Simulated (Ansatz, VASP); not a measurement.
Two plane-wave programs on Pb

The input INCAR:

```
ALGO = Normal
EDIFF = 1E-7
ENCUT = 520
GGA = PE
ISIF = 2
ISMEAR = 1
LASPH = T
LCHARG = F
LREAL = F
LWAVE = F
NBANDS = 13
NELM = 80
PREC = Accurate
SIGMA = 0.15
```

The input KPOINTS:

```
k-points
0
Gamma
  6 6 6
```

Contents of POSCAR:

```
Pb
1.0
   -2.0222782575      1.9604216967      1.9921586249
    2.0317024979     -1.9481721809      1.9893333494
    1.9848807952      1.9107747186     -1.9799091090
Pb
1
Direct
    0.0000000000      0.0000000000      0.0000000000
```

Input for Ansatz:

```yaml
crystal:
  lattice:
    - [-2.022278257484282, 1.9604216967417456, 1.9921586248567429]
    - [2.031702497855643, -1.9481721809200716, 1.9893333494064303]
    - [1.984880795163181, 1.9107747185989707, -1.979909109035069]
  atoms:
    - { symbol: Pb, position: [0.0, 0.0, 0.0] }
basis:
  ecutwfc: 540.0
  xc_grid: 2
kpoints:
  mp_grid:
    grid: [6, 6, 6]
hamiltonian:
  xc: pbe
scf:
  convergence:
    dr2_threshold: 1.0e-09
  occupations:
    method: cold
    width: 0.15
output:
  forces: true
  stress: true
```

This isn't the form of Pb at room conditions, which is fcc.

Alike in both runs: task single point; functional PBE; k mesh 6 × 6 × 6; no spin polarisation.

```csv
,VASP,Ansatz
version,VASP 6.6.1,Ansatz 0.2.0
potentials or method,"VASP PAW PBE potentials, release 64 (Pb_d)","plane waves, PAW"
plane-wave cutoff (eV),520,540
occupations,"methfessel-paxton of order 1, width 0.15 eV","cold, width 0.15 eV"
valence electrons in the cell,14,14
```

```tsv
	VASP	Ansatz	Ansatz less VASP
pressure (GPa)	1.0	1.0	-0.02
largest component of the traceless stress (GPa)	0.86	0.79	-0.071
```

Ansatz warned: «stress_scf_threshold_loose».

Caveats: the k mesh is coarse (spacing up to 0.38 Å⁻¹), so the values aren't converged. The runs have no spin-orbit coupling, so splittings on Pb are missing.
